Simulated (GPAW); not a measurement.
Crystal: MnO.

```xyz
2
Lattice="0.0000 2.2239 2.2239 2.2239 0.0000 2.2239 2.2239 2.2239 0.0000" Properties=species:S:1:pos:R:3 pbc="T T T"
Mn    0.0000    0.0000    0.0000
O     2.2239    2.2239    2.2239
```

The cell is a database's computed one.

Program: GPAW 26.7.0. Alike in all runs: potentials or basis PAW data sets generated in the run's folder for this functional, pw; spin collinear, ferromagnetic start; cell as given; k mesh 10 × 10 × 10; cutoff (eV) 800; smearing fermi-dirac 0.05 eV.

Task: Order these runs on this cell by their pressure, lowest first.
A. level PBEsol
B. level PBEsol+U; U Mn d U = 6 eV; band path GXWKGLUWLK,UX; band points 80
C. level PBEsol+U; U Mn d U = 3 eV; band path GXWKGLUWLK,UX; band points 80
D. level PBEsol+U; U Mn d U = 1 eV; band path GXWKGLUWLK,UX; band points 80

Result: A (-5.9 GPa), D (-0.4 GPa), C (2.7 GPa), B (4.9 GPa).

Caveats: a cell with one magnetic atom can't hold antiferromagnetic order, which such compounds often take.
